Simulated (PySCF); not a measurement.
Structure problem from calculated spectra and properties.

Elements present: C and H. Monoisotopic mass: 56.0626 u.

| Quantity | Value |
| --- | --- |
| Couplings | largest of the computed one-bond spin–spin couplings (means over like bonds): 13C–1H +139.5 (×8), 13C–13C +26.4 (×4) Hz [B3LYP/pcJ-2, spin–dipole term left out] |
| 1H NMR | chemical shifts (computed TMS as zero) by class: 1.96 (8 H) ppm [GIAO B97-2/pcSseg-2] |
| 13C NMR | chemical shifts (computed TMS as zero) by class: 26.2 (4 C) ppm [GIAO B97-2/pcSseg-2] |
| Dipole | 0.00 D [B97-2/pcSseg-2] |
| Rotational structure | rotational constants A, B, C: 10.812, 10.810, 6.433 GHz [PBE0-D3(BJ)/def2-TZVP] |

Gas-phase values; electronic properties from PySCF, density fitting. Levels stand in brackets. Geometry: PBE0-D3(BJ)/def2-TZVP; no solvent, vibrations or thermal averaging. NMR classes are plain means over equivalent atoms (diastereotopic ones count apart unless rotation or inversion swaps them), as if these changed places fast.

Question: Which formula fits the mass and the elements?

Answer: C4H8 (calculated 56.0626). No other formula that holds each of these elements comes within 0.0003 u with a fitting electron parity and a possible valence count.

Question: Give a SMILES that accounts for the data.

Answer: Numbering: `[CH2:1]1[CH2:2][CH2:3][CH2:4]1`. Its formula, C4H8, gives 1 degree of unsaturation: 1 ring and 0 π bonds in the structure found. 4 carbons fall into 1 class: four-membered-ring carbon [C1/C2/C3/C4] (26.2 ppm, 4 C). All hydrogens form one class (1.96 ppm): methylene hydrogen. The couplings run between: +139.5 Hz, four-membered-ring carbon [C1] and its hydrogen (with 7 like pairs); +26.4 Hz, four-membered-ring carbon [C1] and four-membered-ring carbon [C2] (with 3 like pairs). The vanishing dipole is forced by symmetry. The optimised geometry has point group D2d and is an oblate symmetric top (the spread among constants that symmetry makes equal is optimisation noise). Structure: cyclobutane (`C1CCC1`). Computed isomers that give other values at the same levels: `C=CCC` (13C chemical shifts (computed TMS as zero) by class: 152.3 (1 C), 120.5 (1 C), 34.3 (1 C), 17.7 (1 C) ppm). The assignments are read from this structure; whether some other isomer fits the data as well wasn't checked.
